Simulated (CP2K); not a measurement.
Crystal: CdSe.

```
Cd Se
1.0
     4.34202    0.00000    0.00000
     2.17101    3.76030    0.00000
     2.17101    1.25343    3.54524
Cd Se
1 1
Direct
  0.00000 0.00000 0.00000
  0.25000 0.25000 0.25000
```

Measurements of this composition are mostly on another form, of space group No. 186.

Base run:

```yaml
Program: CP2K 2026.2
Functional: PBEsol
Potentials_or_basis: POTENTIAL_UZH Cd GTH-PBE-q12, Se GTH-PBE-q6; TZVP-MOLOPT-PBE-GTH basis
Density_cutoff: 9184 eV
k_mesh: 8 × 8 × 8
Occupations: fermi-dirac, width 0.05 eV
Spin: no spin polarisation
```

Its results: band gap on the k mesh 0.39 eV, direct; pressure -0.4 GPa.

Q: The run is repeated on the same cell with these changes: functional from PBEsol to PBE. What comes out?

A: Band gap on the k mesh 0.55 eV, direct; pressure 1.8 GPa.

PBE binds less tightly than PBEsol, so the same cell stands under more pressure.

Caveats: the basis of atomic orbitals isn't converged, which shifts pressures, moduli and gaps; the potentials were made for another functional, which shifts forces and pressure (some runs).

